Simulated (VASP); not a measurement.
# SnSe (Pnma) in VASP: notebook, part 3 of 4

VASP 6.6.1. Earlier steps stand in the parts before.

## Step 5: Band structure, LDA

INCAR reads:

```
SYSTEM = SnSe
PREC = Accurate
ENCUT = 520
EDIFF = 1E-6
ISMEAR = -1
SIGMA = 0.05
LREAL = .FALSE.
LASPH = .TRUE.
NELM = 60
ALGO = Fast
ISIF = 2
LWAVE = .FALSE.
LCHARG = .FALSE.
```

KPOINTS reads:

```
Automatic mesh
0
G
  3 6 6
  0 0 0
```

POSCAR reads:

```
SnSe
1.0
   11.4200000000      0.0000000000      0.0000000000
    0.0000000000      4.1900000000      0.0000000000
    0.0000000000      0.0000000000      4.4600000000
Sn Se
4 4
Direct
    0.8770000000      0.7500000000      0.9090000000
    0.6230000000      0.2500000000      0.4090000000
    0.3770000000      0.7500000000      0.5910000000
    0.1230000000      0.2500000000      0.0910000000
    0.6430000000      0.7500000000      0.9840000000
    0.8570000000      0.2500000000      0.4840000000
    0.1430000000      0.7500000000      0.5160000000
    0.3570000000      0.2500000000      0.0160000000
```

KPOINTS_OPT reads:

```
path GXSYGZURTZ,YT,UX,SR
15
line-mode
reciprocal
 0.0000000000  0.0000000000  0.0000000000  G
 0.0000000000  0.5000000000  0.0000000000  X

 0.0000000000  0.5000000000  0.0000000000  X
 0.0000000000  0.5000000000  0.5000000000  S

 0.0000000000  0.5000000000  0.5000000000  S
 0.0000000000  0.0000000000  0.5000000000  Y

 0.0000000000  0.0000000000  0.5000000000  Y
 0.0000000000  0.0000000000  0.0000000000  G

 0.0000000000  0.0000000000  0.0000000000  G
 0.5000000000  0.0000000000  0.0000000000  Z

 0.5000000000  0.0000000000  0.0000000000  Z
 0.5000000000  0.5000000000  0.0000000000  U

 0.5000000000  0.5000000000  0.0000000000  U
 0.5000000000  0.5000000000  0.5000000000  R

 0.5000000000  0.5000000000  0.5000000000  R
 0.5000000000  0.0000000000  0.5000000000  T

 0.5000000000  0.0000000000  0.5000000000  T
 0.5000000000  0.0000000000  0.0000000000  Z

 0.0000000000  0.0000000000  0.5000000000  Y
 0.5000000000  0.0000000000  0.5000000000  T

 0.5000000000  0.5000000000  0.0000000000  U
 0.0000000000  0.5000000000  0.0000000000  X

 0.0000000000  0.5000000000  0.5000000000  S
 0.5000000000  0.5000000000  0.5000000000  R
```

Potentials or basis: VASP PAW LDA potentials, release 64 (Sn_d, Se).

Launch:

```
cat potpaw_LDA.64/Sn_d/POTCAR potpaw_LDA.64/Se/POTCAR > POTCAR
mpirun -np 1 vasp_std > vasp.out
```

OUTCAR:

```text
SYSTEM = SnSe
   PREC = Accurate
   ENCUT = 520
   EDIFF = 1E-6
   ISMEAR = -1
   LREAL = .FALSE.
   LASPH = .TRUE.
   NELM = 60
   ISIF = 2

 ion  position               nearest neighbor table
   1  0.877  0.750  0.909-   5 2.69   6 2.83   6 2.83   4 3.60   4 3.60
   2  0.623  0.250  0.409-   6 2.69   5 2.83   5 2.83   3 3.60   3 3.60
   3  0.377  0.750  0.591-   7 2.69   8 2.83   8 2.83   2 3.60   2 3.60
   4  0.123  0.250  0.091-   8 2.69   7 2.83   7 2.83   1 3.60   1 3.60
   5  0.643  0.750  0.984-   1 2.69   2 2.83   2 2.83
   6  0.857  0.250  0.484-   2 2.69   1 2.83   1 2.83
   7  0.143  0.750  0.516-   3 2.69   4 2.83   4 2.83
   8  0.357  0.250  0.016-   4 2.69   3 2.83   3 2.83

  LATTYP: Found a simple orthorhombic cell.
 ALAT       =     4.1900000000
 B/A-ratio  =     1.0644391408
 C/A-ratio  =     2.7255369928

  Lattice vectors:

 A1 = (   0.0000000000,   4.1900000000,   0.0000000000)
 A2 = (   0.0000000000,   0.0000000000,   4.4600000000)
 A3 = (  11.4200000000,   0.0000000000,   0.0000000000)

Analysis of symmetry for initial positions (statically):
=====================================================================
 Subroutine PRICEL returns:
 Original cell was already a primitive cell.

 Routine SETGRP: Setting up the symmetry group for a
 simple orthorhombic supercell.

 Subroutine GETGRP returns: Found  8 space group operations
 (whereof  2 operations were pure point group operations)
 out of a pool of  8 trial point group operations.

The static configuration has the point symmetry S_2 .
 The point group associated with its full space group is D_2h.

Analysis of symmetry for dynamics (positions and initial velocities):
=====================================================================
 Subroutine PRICEL returns:
 Original cell was already a primitive cell.

 Routine SETGRP: Setting up the symmetry group for a
 simple orthorhombic supercell.

 Subroutine GETGRP returns: Found  8 space group operations
 (whereof  2 operations were pure point group operations)
 out of a pool of  8 trial point group operations.

The dynamic configuration has the point symmetry S_2 .
 The point group associated with its full space group is D_2h.

 Subroutine INISYM returns: Found  8 space group operations
 (whereof  2 operations are pure point group operations),
 and found     1 'primitive' translations

----------------------------------------------------------------------------------------

                                     Primitive cell

  volume of cell :     213.4101

  direct lattice vectors                    reciprocal lattice vectors
    11.420000000  0.000000000  0.000000000     0.087565674  0.000000000  0.000000000
     0.000000000  4.190000000  0.000000000     0.000000000  0.238663484  0.000000000
     0.000000000  0.000000000  4.460000000     0.000000000  0.000000000  0.224215247

  length of vectors
    11.420000000  4.190000000  4.460000000     0.087565674  0.238663484  0.224215247

  position of ions in fractional coordinates (direct lattice)
     0.877000000  0.750000000  0.909000000
     0.623000000  0.250000000  0.409000000
     0.377000000  0.750000000  0.591000000
     0.123000000  0.250000000  0.091000000
     0.643000000  0.750000000  0.984000000
     0.857000000  0.250000000  0.484000000
[... 42 lines left out ...]
  0.000000  0.000000  0.000000      1.000000
  0.333333  0.000000  0.000000      2.000000
  0.000000  0.166667  0.000000      2.000000
  0.333333  0.166667  0.000000      4.000000
  0.000000  0.333333  0.000000      2.000000
  0.333333  0.333333  0.000000      4.000000
[... 16 lines left out ...]
  0.000000  0.500000  0.333333      2.000000
  0.333333  0.500000  0.333333      4.000000
 [... further k-points ...]
   k-points           NKPTS =     32   k-points in BZ     NKDIM =     32   number of bands    NBANDS=     48
   number of dos      NEDOS =    301   number of ions     NIONS =      8
   total plane-waves  NPLWV = 103680
   dimension x,y,z NGX =    90 NGY =   32 NGZ =   36
   dimension x,y,z NGXF=   180 NGYF=   64 NGZF=   72
   ions per type =               4   4
   NGX,Y,Z   is equivalent  to a cutoff of  13.10, 12.70, 13.42 a.u.
   NGXF,Y,Z  is equivalent  to a cutoff of  26.20, 25.39, 26.84 a.u.
 SYSTEM =  SnSe
   PREC   = accura    normal or accurate (medium, high low for compatibility)
   ISTART =      0    job   : 0-new  1-cont  2-samecut
   ICHARG =      2    charge: 1-file 2-atom 10-const
   ISPIN  =      1    spin polarized calculation?
   LNONCOLLINEAR =      F non collinear calculations
   LSORBIT =      F    spin-orbit coupling
   LASPH  =      T    aspherical Exc in radial PAW
   ENCUT  =  520.0 eV  38.22 Ry    6.18 a.u.  21.23  7.79  8.29*2*pi/ulx,y,z
   NELM   =     60;   NELMIN=  2; NELMDL= -5     # of ELM steps
   EDIFF  = 0.1E-05   stopping-criterion for ELM
   LREAL  =      F    real-space projection
   EDIFFG = 0.1E-04   stopping-criterion for IOM
   NSW    =      0    number of steps for IOM
   IBRION =     -1    ionic relax: 0-MD 1-quasi-New 2-CG
   NFREE  =      0    steps in history (QN), initial steepest desc. (CG)
   ISIF   =      2    stress and relaxation
   ISYM   =      2    0-nonsym 1-usesym 2-fastsym
   POTIM  = 0.5000    time-step for ionic-motion
   TEBEG  =    0.0;   TEEND  =   0.0 temperature during run
   PSTRESS=    0.0 pullay stress
   NELECT =      80.0000    total number of electrons
   NUPDOWN=      -1.0000    fix difference up-down
   EMIN   =  10.00;   EMAX   =-10.00  energy-range for DOS
   EFERMI =   0.00;   METHOD = LEGACY
   ISMEAR =    -1;   SIGMA  =   0.05  broadening in eV -4-tet -1-fermi 0-gaus
   EFERMI_NEDOS =   21; number of points for ismear=-14 and -15
   IALGO  =     68    algorithm
   IMIX   =      4    mixing-type and parameters
     AMIX     =   0.40;   BMIX     =  1.00
     AMIX_MAG =   1.60;   BMIX_MAG =  1.00
  volume/ion in A,a.u.               =      26.68       180.02
  Fermi-wavevector in a.u.,A,eV,Ry     =   1.180411  2.230653 18.957944  1.393370
  Thomas-Fermi vector in A             =   2.316704
   LORBIT       =      0    0 simple, 1 ext, 2 COOP (PROOUT), +10 PAW based schemes
   GGA     = CA    functional components
   LHFCALC =     F    Hartree Fock is set to
   AEXX    =    0.0000 exact exchange contribution
   IVDW    =     0    specifies the selected vdW correction
   LEPSILON=     F    determine dielectric tensor
   LRPA    =     F    only Hartree local field effects (RPA)
 non-spin polarized calculation
 RMM-DIIS sequential band-by-band and
  energy-cutoff  :      520.00
  volume of cell :      213.41
 maximum number of plane-waves:      5769
 NGX is ok and might be reduce to    90
   NGX = 43   NGY = 15   NGZ = 17

 number of electron      79.9999999 magnetization

 Free energy of the ion-electron system (eV)
  ---------------------------------------------------
  ext. energy  EPLUGINS =         0.00000000
  ---------------------------------------------------
  free energy    TOTEN  =       -37.90114895 eV

  energy without entropy =      -37.90094515  energy(sigma->0) =      -37.90104705

 E-fermi :   5.5474     XC(G=0):  -9.9842

 val. band max:        5.3115722406   @ k =   0.0000   0.0000   0.3333
 cond. band min:       5.7811064782   @ k =   0.0000   0.3333   0.0000
 fundamental gap:      0.4695342376
 Fermi energy:         5.5474335109

 k-point     1 :       0.0000    0.0000    0.0000
  band No.  band energies     occupation
      1     -15.9316      2.00000
      2     -15.9177      2.00000
      3     -15.9166      2.00000
      4     -15.9158      2.00000
      5     -15.9115      2.00000
      6     -15.9113      2.00000
[... 1213 lines left out ...]
     47       9.2579      0.00000
     48       9.2579      0.00000

 [... further k-points ...]
[... 5 lines left out ...]
  --------------------------------------------------------------------------------------
  -------------------------------------------------------------------------------------
  Total       -0.2460126     -3.6059218     -3.8748801      0.0000000      0.0000000      0.0000000
  in kB       -1.8469408    -27.0714739    -29.0906797      0.0000000      0.0000000      0.0000000
  external PRESSURE =     -19.3363648 kB  Pullay stress =       0.0000000 kB

 VOLUME and BASIS-vectors are now :
 -----------------------------------------------------------------------------
  energy-cutoff  :      520.00
  volume of cell :      213.41
      direct lattice vectors                 reciprocal lattice vectors
    11.420000000  0.000000000  0.000000000     0.087565674  0.000000000  0.000000000
     0.000000000  4.190000000  0.000000000     0.000000000  0.238663484  0.000000000
     0.000000000  0.000000000  4.460000000     0.000000000  0.000000000  0.224215247

 POSITION                                       TOTAL-FORCE (eV/Angst)
 -----------------------------------------------------------------------------------
     10.01534      3.14250      4.05414         0.159994      0.000000     -0.113186
      7.11466      1.04750      1.82414        -0.159994     -0.000000     -0.113186
      4.30534      3.14250      2.63586         0.159994      0.000000      0.113186
      1.40466      1.04750      0.40586        -0.159994      0.000000      0.113186
      7.34306      3.14250      4.38864        -0.149103     -0.000000      0.103269
      9.78694      1.04750      2.15864         0.149103     -0.000000      0.103269
      1.63306      3.14250      2.30136        -0.149103     -0.000000     -0.103269
      4.07694      1.04750      0.07136         0.149103      0.000000     -0.103269
 -----------------------------------------------------------------------------------
    total drift:                                0.000000     -0.000000      0.000000

  FREE ENERGIE OF THE ION-ELECTRON SYSTEM (eV)
  ---------------------------------------------------
  free  energy   TOTEN  =       -37.9011489524 eV

  energy  without entropy=      -37.9009451544  energy(sigma->0) =      -37.90104705
```

Run time: 22 min. Hardware: 1 thread of Intel Xeon 6975P-C (Granite Rapids), shared host; peak memory 0.51 GiB.

Results:

```
Free energy             : -37.9011 eV
Pressure                : -1.9 GPa
Largest force           : 0.196 eV/Å
Band gap on the k mesh  : 0.47 eV, indirect (least direct gap 0.65 eV)
Band gap along the path : 0.47 eV, indirect (least direct gap 0.61 eV)
```

Forces in eV/Å, atoms in the order of the input:
```
Sn   0.160  0.000 -0.113
Sn  -0.160  0.000 -0.113
Sn   0.160  0.000  0.113
Sn  -0.160  0.000  0.113
Se  -0.149  0.000  0.103
Se   0.149  0.000  0.103
Se  -0.149  0.000 -0.103
Se   0.149  0.000 -0.103
```

Levels at the corners of the path, in eV from the valence-band top:
```
point  band 37  band 38  band 39  band 40  band 41  band 42  band 43  band 44
    Γ    -1.52    -1.20    -0.77    -0.55     0.72     2.88     2.99     3.02
    X    -1.03    -1.03    -0.76    -0.76     0.85     0.85     1.31     1.31
    X    -1.03    -1.03    -0.76    -0.76     0.85     0.85     1.31     1.31
    S    -2.24    -2.24    -1.51    -1.51     2.81     2.81     3.07     3.07
    S    -2.24    -2.24    -1.51    -1.51     2.81     2.81     3.07     3.07
    Y    -0.81    -0.81    -0.35    -0.35     1.19     1.19     1.53     1.53
    Y    -0.81    -0.81    -0.35    -0.35     1.19     1.19     1.53     1.53
    Γ    -1.52    -1.20    -0.77    -0.55     0.72     2.88     2.99     3.02
    Γ    -1.52    -1.20    -0.77    -0.55     0.72     2.88     2.99     3.02
    Z    -1.81    -1.81    -0.62    -0.62     2.59     2.59     2.77     2.77
    Z    -1.81    -1.81    -0.62    -0.62     2.59     2.59     2.77     2.77
    U    -1.03    -1.03    -1.03    -1.03     1.34     1.34     1.34     1.34
    U    -1.03    -1.03    -1.03    -1.03     1.34     1.34     1.34     1.34
    R    -1.52    -1.52    -1.52    -1.52     2.57     2.57     2.57     2.57
    R    -1.52    -1.52    -1.52    -1.52     2.57     2.57     2.57     2.57
    T    -0.56    -0.56    -0.33    -0.33     1.19     1.19     1.53     1.53
    T    -0.56    -0.56    -0.33    -0.33     1.19     1.19     1.53     1.53
    Z    -1.81    -1.81    -0.62    -0.62     2.59     2.59     2.77     2.77
    Y    -0.81    -0.81    -0.35    -0.35     1.19     1.19     1.53     1.53
    T    -0.56    -0.56    -0.33    -0.33     1.19     1.19     1.53     1.53
    U    -1.03    -1.03    -1.03    -1.03     1.34     1.34     1.34     1.34
    X    -1.03    -1.03    -0.76    -0.76     0.85     0.85     1.31     1.31
    S    -2.24    -2.24    -1.51    -1.51     2.81     2.81     3.07     3.07
    R    -1.52    -1.52    -1.52    -1.52     2.57     2.57     2.57     2.57
```

Caveat: spin-orbit coupling is left out, which moves the levels of the heavy elements.

(Continued in part 4 of 4.)
